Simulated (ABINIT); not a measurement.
# BN (P1) in ABINIT: convergence with nband

Aim: find how far nband must go before the results for BN settle, at PBEsol. This setting moves, with any that are tied to it; all else stays.

Program: ABINIT 10.8.3 (patched build). These are calculated values, not measurements. Logs are shortened: lines on timing, memory, paths and dates and some standing lists are left out, and cuts for length are marked. The log counts tension as positive stress, the text compression.

## (1) The cell of the first run

The typed cell holds 2 atoms: a = 2.564 Å, b = 2.564 Å, c = 2.564 Å, α = 60.00°, β = 60.00°, γ = 60.00°.

The cell is a database's computed one.

The cell isn't the ideal one: atoms moved at random, drawn with an rms of 0.05 Å.

## (2) With nband 5

Contents of run.abi:

```
# Pseudopotentials
pp_dirpath "./"
pseudos "N.upf, B.upf"

# Structure
acell 3*1.0 Angstrom
rprim
     0.0000000000     1.8130010000     1.8130010000
     1.8130010000     0.0000000000     1.8130010000
     1.8130010000     1.8130010000     0.0000000000
ntypat 2
znucl 7 5
natom 2
typat 1 2
xred
     0.2676830000     0.2606740000     0.2287350000
    -0.0206290000     0.0216810000     0.0016490000
chkprim 0
chksymtnons 0
tolsym 1.0e-6

# Plane-wave basis
ecut 42.0

# k points
kptopt 1
ngkpt 9 9 9
nshiftk 1
shiftk 0.0 0.0 0.0

# Exchange and correlation
ixc -116133

# Bands and occupations
nband 5
occopt 3
tsmear 0.1 eV

# SCF cycle
nstep 100
tolvrs 1.0e-10

# Output
iomode 3
prtwf 0
prtden 0
prteig 0
prtebands 0
```

Potentials or basis: PseudoDojo NC SR PBEsol v0.4.1 standard.

On the command line:

```console
abinit run.abi > log 2>&1
```

Run time: 49 s. Hardware: 1 thread of Arm Neoverse V1, shared host; peak memory 0.09 GiB.

Results (log left out):

```
Free energy                                       : -363.7779 eV
Pressure                                          : -3.5 GPa
Largest force                                     : 2.294 eV/Å
Band gap on the k mesh                            : 3.86 eV, indirect (least direct gap 7.90 eV)
All electrons inside the program's atomic spheres : N 5.72; B 3.28
```

## (3) With nband 6

Changes to run.abi since step 2:

```diff
@@ -34,3 +34,3 @@
 # Bands and occupations
-nband 5
+nband 6
 occopt 3
```

Potentials or basis: PseudoDojo NC SR PBEsol v0.4.1 standard.

On the command line:

```console
abinit run.abi > log 2>&1
```

It took 58 s on 1 thread of Arm Neoverse V1, shared host; peak memory 0.09 GiB.

It converged, with:

| Item | Value |
| --- | --- |
| Free energy | -363.7779 eV |
| Pressure | -3.5 GPa |
| Largest force | 2.294 eV/Å |
| Band gap on the k mesh | 3.86 eV, indirect (least direct gap 7.80 eV) |
| All electrons inside the program's atomic spheres | N 5.72; B 3.28 |

## (4) With nband 7

Changes to run.abi since step 3:

```diff
@@ -34,3 +34,3 @@
 # Bands and occupations
-nband 6
+nband 7
 occopt 3
```

On the command line:

```console
abinit run.abi > log 2>&1
```

It took 68 s on 1 thread of Arm Neoverse V1, shared host; peak memory 0.09 GiB.

It converged, with:

```
Free energy                                       : -363.7779 eV
Pressure                                          : -3.5 GPa
Largest force                                     : 2.294 eV/Å
Band gap on the k mesh                            : 3.86 eV, indirect (least direct gap 7.80 eV)
All electrons inside the program's atomic spheres : N 5.72; B 3.28
```

## (5) With nband 8

Changes to run.abi since step 4:

```diff
@@ -34,3 +34,3 @@
 # Bands and occupations
-nband 7
+nband 8
 occopt 3
```

On the command line:

```console
abinit run.abi > log 2>&1
```

It took 76 s on 1 thread of Arm Neoverse V1, shared host; peak memory 0.1 GiB.

Results (log left out):

| Property | Result |
| --- | --- |
| Free energy | -363.7779 eV |
| Pressure | -3.5 GPa |
| Largest force | 2.294 eV/Å |
| Band gap on the k mesh | 3.86 eV, indirect (least direct gap 7.80 eV) |
| All electrons inside the program's atomic spheres | N 5.72; B 3.28 |

## (6) With nband 9

Changes to run.abi since step 5:

```diff
@@ -34,3 +34,3 @@
 # Bands and occupations
-nband 8
+nband 9
 occopt 3
```

Potentials or basis: PseudoDojo NC SR PBEsol v0.4.1 standard.

On the command line:

```console
abinit run.abi > log 2>&1
```

Run time: 86 s. Hardware: 1 thread of Arm Neoverse V1, shared host; peak memory 0.11 GiB.

The run converged. Its results:

| Item | Value |
| --- | --- |
| Free energy | -363.7779 eV |
| Pressure | -3.5 GPa |
| Largest force | 2.294 eV/Å |
| Band gap on the k mesh | 3.86 eV, indirect (least direct gap 7.80 eV) |
| All electrons inside the program's atomic spheres | N 5.72; B 3.28 |

## (7) With nband 12

Changes to run.abi since step 6:

```diff
@@ -34,3 +34,3 @@
 # Bands and occupations
-nband 9
+nband 12
 occopt 3
```

On the command line:

```console
abinit run.abi > log 2>&1
```

It took 1.9 min on 1 thread of Arm Neoverse V1, shared host; peak memory 0.12 GiB.

It converged, with:

- Free energy: -363.7779 eV
- Pressure: -3.5 GPa
- Largest force: 2.294 eV/Å
- Band gap on the k mesh: 3.86 eV, indirect (least direct gap 7.80 eV)
- All electrons inside the program's atomic spheres: N 5.72; B 3.28

## (8) With nband 18

Changes to run.abi since step 7:

```diff
@@ -34,3 +34,3 @@
 # Bands and occupations
-nband 12
+nband 18
 occopt 3
```

Potentials or basis: PseudoDojo NC SR PBEsol v0.4.1 standard.

On the command line:

```console
abinit run.abi > log 2>&1
```

run.abo:

```text
.Version 10.8.3 of ABINIT
 Symmetries : space group P1 (#  1); Bravais aP (primitive triclinic)
================================================================================
 Values of the parameters that define the memory need of the present run
     intxc =       0    ionmov =       0      iscf =       7    lmnmax =       4
     lnmax =       4     mgfft =      30  mpssoang =       2    mqgrid =    3001
     natom =       2  nloc_mem =       1    nspden =       1   nspinor =       1
    nsppol =       1      nsym =       1    n1xccc =    2501    ntypat =       2
    occopt =       3   xclevel =       2
       mpw =        1063          nfft =       27000          nkpt =         365
================================================================================
================================================================================

--------------------------------------------------------------------------------
------------- Echo of variables that govern the present computation ------------
--------------------------------------------------------------------------------
 -outvars: echo values of preprocessed input variables --------
            acell      1.8897261259E+00  1.8897261259E+00  1.8897261259E+00 Bohr
              amu      1.40067400E+01  1.08110000E+01
          chkprim           0
      chksymtnons           0
             ecut      4.20000000E+01 Hartree
                       outvar_i_n : Printing only first  50 k-points.
              ixc     -116133
                       outvar_i_n : Printing only first  50 k-points.
         kptrlatt        9    0    0      0    9    0      0    0    9
          kptrlen      4.36068201E+01
            natom           2
            nband          18
            ngfft          30      30      30
             nkpt         365
            nstep         100
             nsym           1
           ntypat           2
                       prtocc : prtvol=0, do not print more k-points.
           occopt           3
           prtden           0
        prtebands           0
           prteig           0
            prtwf           0
            rprim      0.0000000000E+00  1.8130010000E+00  1.8130010000E+00
                       1.8130010000E+00  0.0000000000E+00  1.8130010000E+00
                       1.8130010000E+00  1.8130010000E+00  0.0000000000E+00
          spgroup           1
           tolsym      1.00000000E-06
           tolvrs      1.00000000E-10
           tsmear      3.67493222E-03 Hartree
            typat      1  2
                       outvars : Printing only first  50 k-points.
           xangst      8.8729900641E-01  9.0000633042E-01  9.5791176936E-01
                       4.2297313330E-02 -3.4410758980E-02  1.9072770520E-03
            xcart      1.6767521139E+00  1.7007654761E+00  1.8101908969E+00
                       7.9930338055E-02 -6.5026910257E-02  3.6042312745E-03
             xred      2.6768300000E-01  2.6067400000E-01  2.2873500000E-01
                      -2.0629000000E-02  2.1681000000E-02  1.6490000000E-03
            znucl        7.00000    5.00000

================================================================================

 chkinp: Checking input parameters for consistency.

[... 88 lines left out ...]
 ------------------------------------------------
 Atom  Sphere_radius  Integrated_density
    1        2.00000          5.72217588
    2        2.00000          3.28142587
================================================================================

 ----iterations are completed or convergence reached----

 Mean square residual over all n,k,spin=   23.756E-07; max=  23.696E-04
 reduced coordinates (array xred) for    2 atoms
       0.267683000000      0.260674000000      0.228735000000
      -0.020629000000      0.021681000000      0.001649000000
 rms dE/dt=  9.2413E-02; max dE/dt=  1.5360E-01; dE/dt below (all hartree)
    1       0.153598670839     -0.016411014251     -0.041934279846
    2      -0.153598599167      0.016411112088      0.041934381006

 cartesian coordinates (angstrom) at end:
    1      0.88729900640900     0.90000633041800     0.95791176935700
    2      0.04229731333000    -0.03441075898000     0.00190727705200

 cartesian forces (hartree/bohr) at end:
    1      0.03093102260980    -0.01869126543320    -0.02614097526291
    2     -0.03093102260980     0.01869126543320     0.02614097526291
 frms,max,avg= 2.5751648E-02 3.0931023E-02  -9.291E-09 -5.472E-09 -4.987E-09 h/b

 cartesian forces (eV/Angstrom) at end:
    1      1.59053713283142    -0.96114351297587    -1.34422299477803
    2     -1.59053713283142     0.96114351297587     1.34422299477803
 frms,max,avg= 1.3242030E+00 1.5905371E+00  -4.778E-07 -2.814E-07 -2.565E-07 e/A
 length scales=  1.889726125908  1.889726125908  1.889726125908 bohr
              =  1.000000000000  1.000000000000  1.000000000000 angstroms
 Fermi (or HOMO) energy (hartree) =   0.38696   Average Vxc (hartree)=  -0.48041
 Eigenvalues (hartree) for nkpt= 365  k points:
 kpt#   1, nband= 18, wtk=  0.00137, kpt=  0.0000  0.0000  0.0000 (reduced coord)
  -0.44200    0.26531    0.30778    0.31850    0.60512    0.61211    0.64636    0.67558
   1.19029    1.30924    1.31934    1.32348    1.32607    1.35679    1.58309    1.97514
   2.02894    2.04776
      occupation numbers for kpt#   1
   2.00000    2.00000    2.00000    2.00000    0.00000    0.00000    0.00000    0.00000
   0.00000    0.00000    0.00000    0.00000    0.00000    0.00000    0.00000    0.00000
   0.00000    0.00000
 prteigrs : prtvol=0 or 1, do not print more k-points.

--- !EnergyTerms
iteration_state     : {dtset: 1, }
comment             : Components of total free energy in Hartree
kinetic             :  9.35992426097253E+00
hartree             :  1.78098009226247E+00
xc                  : -4.32795771716951E+00
Ewald energy        : -1.31194244873919E+01
psp_core            :  8.42131350279139E-01
local_psp           : -6.83224014232073E+00
non_local_psp       : -1.07200590041615E+00
internal            : -1.33685925437841E+01
'-kT*entropy'       : -4.55191702896018E-12
total_energy        : -1.33685925437887E+01
total_energy_eV     : -3.63777935274176E+02
band_energy         :  7.79956327706357E-02
...

 Cartesian components of stress tensor (hartree/bohr^3)
  sigma(1 1)=  1.25213462E-04  sigma(3 2)= -8.53013853E-05
  sigma(2 2)=  1.10429645E-04  sigma(3 1)=  9.14973577E-05
  sigma(3 3)=  1.18827577E-04  sigma(2 1)=  8.21759752E-05

-Cartesian components of stress tensor (GPa)         [Pressure= -3.4763E+00 GPa]
- sigma(1 1)=  3.68390724E+00  sigma(3 2)= -2.50965340E+00
- sigma(2 2)=  3.24895233E+00  sigma(3 1)=  2.69194520E+00
- sigma(3 3)=  3.49602802E+00  sigma(2 1)=  2.41770066E+00

== END DATASET(S) ==============================================================
================================================================================

 -outvars: echo values of variables after computation  --------
            acell      1.8897261259E+00  1.8897261259E+00  1.8897261259E+00 Bohr
           etotal     -1.3368592544E+01
            fcart      3.0931022610E-02 -1.8691265433E-02 -2.6140975263E-02
                      -3.0931022610E-02  1.8691265433E-02  2.6140975263E-02
            rprim      0.0000000000E+00  1.8130010000E+00  1.8130010000E+00
                       1.8130010000E+00  0.0000000000E+00  1.8130010000E+00
                       1.8130010000E+00  1.8130010000E+00  0.0000000000E+00
           strten      1.2521346191E-04  1.1042964518E-04  1.1882757724E-04
                      -8.5301385272E-05  9.1497357736E-05  8.2175975203E-05
           xangst      8.8729900641E-01  9.0000633042E-01  9.5791176936E-01
                       4.2297313330E-02 -3.4410758980E-02  1.9072770520E-03
             xred      2.6768300000E-01  2.6067400000E-01  2.2873500000E-01
                      -2.0629000000E-02  2.1681000000E-02  1.6490000000E-03
 Calculation completed.
```

Run time: 2.9 min. Hardware: 1 thread of Arm Neoverse V1, shared host; peak memory 0.16 GiB.

Results:

```
Free energy                                       : -363.7779 eV
Pressure                                          : -3.5 GPa
Largest force                                     : 2.294 eV/Å
Band gap on the k mesh                            : 3.86 eV, indirect (least direct gap 7.80 eV)
All electrons inside the program's atomic spheres : N 5.72; B 3.28
```

## (9) Result

```csv
nband,"energy less the tightest run, at zero smearing (meV/atom)",SCF cycles,CPU time (s),peak memory (GiB)
5,0.00,9,49,0.09
6,0.00,9,58,0.09
7,0.00,9,68,0.09
8,0.00,9,76,0.1
9,0.00,9,86,0.11
12,0.00,9,110,0.12
18,0.00,9,180,0.16
```

Against the tightest run, the energy stays within 1 meV/atom from 5 on. The tightest run that finished is the yardstick and may itself not be fully converged.

Caveats: an odd mesh through Γ misses points on the zone boundary, where band edges often lie.
